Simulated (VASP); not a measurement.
GaAs: band structure with TB-mBJ

Crystal: GaAs.

```xyz
2
Lattice="0.0000 2.8314 2.8314 2.8314 0.0000 2.8314 2.8314 2.8314 0.0000" Properties=species:S:1:pos:R:3 pbc="T T T"
Ga    0.0000    0.0000    0.0000
As    1.4157    1.4157    1.4157
```

```yaml
Program: VASP 6.6.1
Task: band structure
Functional: TB-mBJ
Potentials_or_basis: VASP PAW PBE potentials, release 64 (Ga_d, As)
Cutoff: 520 eV
k_mesh: 6 × 6 × 6
Occupations: gaussian, width 0.03 eV
Spin: spin-orbit coupling, no magnetisation
Further_INCAR_settings: ALGO = Normal; EDIFF = 1e-06; NBANDS = 30
```

The valence electrons inside the program's atomic spheres are Ga 11.43; As 2.95.

Wall time 8.4 min on 1 thread of Intel(R) Xeon(R) Platinum 8488C (Sapphire Rapids) (shared host), peak memory 0.34 GiB.
